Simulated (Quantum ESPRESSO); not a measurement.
## ZrC in Quantum ESPRESSO: the effect of functional

Crystal: ZrC.

```
Zr C
1.0
     0.00000    2.36500    2.36500
     2.36500    0.00000    2.36500
     2.36500    2.36500    0.00000
Zr C
1 1
Cartesian
  2.3650 2.3650 2.3650
  0.0000 0.0000 0.0000
```

Alike in all runs:

* Program: Quantum ESPRESSO 7.5
* Task: phonons
* Cutoff: 612 eV
* Density cutoff: 4898 eV
* k mesh: 10 × 10 × 10
* Occupations: cold, width 0.2 eV
* Spin: no spin polarisation

Each run relaxes the cell or the atoms first.

```csv
functional,potentials or basis,relaxed volume (Å³/atom),highest phonon frequency (cm⁻¹)
LDA,GBRV 1.5 LDA,?,?
PBEsol,GBRV 1.5 PBEsol,12.72,450
AM05,GBRV 1.5 PBE,12.71,454
WC,GBRV 1.5 PBE,12.79,445
BLYP,GBRV 1.5 PBE,13.50,369
vdW-DF-cx,GBRV 1.5 PBE,12.81,446
```

Q: What does the run with functional LDA give?

A: Relaxed volume 12.50 Å³/atom; highest phonon frequency 459 cm⁻¹.

Caveats: the potentials were made for another functional, which shifts forces and pressure (some runs).

Runs at the PBE level aren't shown here.
